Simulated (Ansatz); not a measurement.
**Pb: band structure with BLYP**

Crystal: Pb.

```
Pb
1.0
    -1.97966    1.97966    1.97966
     1.97966   -1.97966    1.97966
     1.97966    1.97966   -1.97966
Pb
1
Direct
  0.00000 0.00000 0.00000
```

This isn't the form of Pb at room conditions, which is fcc.

| Item | Value |
| --- | --- |
| Program | Ansatz 0.2.0 |
| Task | band structure |
| Functional | BLYP |
| Potentials or basis | Ansatz PAW |
| Cutoff | 420 eV (not typed: the program's choice for these potentials) |
| k mesh | 9 × 9 × 9 |
| Occupations | fermi-dirac, width 0.05 eV |
| Spin | no spin polarisation |
| Path | [["G", "H", "N", "G", "P", "H"], ["P", "N"]] |
| Points for each segment of the path | 14 |

The pressure is 4.4 GPa. The band gap on the k mesh is none (metal or under the smearing width).

Levels at the corners of the path, in eV from the Fermi level:
| point | band 4 | band 5 | band 6 | band 7 | band 8 | band 9 | band 10 | band 11 |
| --- | --- | --- | --- | --- | --- | --- | --- | --- |
| Γ | -16.99 | -16.99 | -11.71 | 7.13 | 7.13 | 7.13 | 11.28 | 11.28 |
| H | -16.89 | -16.89 | -5.55 | -0.44 | -0.44 | -0.44 | 4.85 | 4.85 |
| N | -17.00 | -16.85 | -8.09 | -3.91 | 3.18 | 5.00 | 7.67 | 9.03 |
| Γ | -16.99 | -16.99 | -11.71 | 7.13 | 7.13 | 7.13 | 11.28 | 11.28 |
| P | -17.00 | -17.00 | -7.46 | -0.98 | -0.98 | -0.98 | 16.61 | 16.61 |
| H | -16.89 | -16.89 | -5.55 | -0.44 | -0.44 | -0.44 | 4.85 | 4.85 |
| P | -17.00 | -17.00 | -7.46 | -0.98 | -0.98 | -0.98 | 16.61 | 16.61 |
| N | -17.00 | -16.85 | -8.09 | -3.91 | 3.18 | 5.00 | 7.67 | 9.03 |

Wall time 0.96 s on 2 threads of Arm Neoverse V2, on a shared host, peak memory 0.27 GiB.

Caveat: spin-orbit coupling is left out, which moves the levels of the heavy elements; the PAW data sets come from PBE, with cores solved anew for the run's functional, which leaves a small shift of forces and pressure.
